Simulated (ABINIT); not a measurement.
Input of an ABINIT 10.8.3 (patched build) run:

run.abi

```
ndtset 7
getwfk -1
scalecart1 3*0.9795861087
scalecart2 3*0.9864848297
scalecart3 3*0.9932883884
scalecart4 3*1.0000000000
scalecart5 3*1.0066227096
scalecart6 3*1.0131594038
scalecart7 3*1.0196128224

pp_dirpath "./"
pseudos "Pb.GGA_PBE-JTH.xml, O.GGA_PBE-JTH.xml"

acell 3*1.0
rprim
     7.5400072373     0.0000000000     0.0000000000
     0.0000000000     7.5400072373     0.0000000000
     0.0000000000     0.0000000000     9.4675278844
ntypat 2
znucl 82 8
natom 4
typat 1 1 2 2
xred
     0.5000000000     0.0000000000     0.7600000000
     0.0000000000     0.5000000000     0.2400000000
     0.5000000000     0.5000000000     0.0000000000
     0.0000000000     0.0000000000     0.0000000000

ecut 625.861884 eV
pawecutdg 45.0

kptopt 1
ngkpt 7 7 6
nshiftk 1
shiftk 0.0 0.0 0.0

ixc 11

nband 24
occopt 3
tsmear 0.00183747

nstep 100
tolvrs 1.0e-9

iomode 3
prtwf 1
prtden 0
prteig 0
prtebands 0
enunit 2
```

Potentials or basis: JTH PAW PBE v2.0.

Launch:

```console
$ abinit run.abi > log 2>&1
```

Question: What does it give for the equilibrium volume?

Answer: 20.71 Å³/atom.

Question: Estimate the pressure derivative of the bulk modulus.

Answer: 4.6.

Question: Predict the bulk modulus at fixed shape and positions.

Answer: 74 GPa.

Energy against volume, from the lowest point:
```tsv
volume (Å³/atom)	energy (meV/atom)
18.744	51.93
19.142	31.74
19.541	16.99
19.940	7.10
20.339	1.59
20.738	0.00
21.136	1.92
```

Caveat: pressures at fixed basis lie under the slope of the energies; the cell was scaled at fixed shape and fractional positions, which overstates the stiffness of a crystal with free parameters, most of all of layers and chains. Spin-orbit coupling is left out, which matters for the levels of Pb.
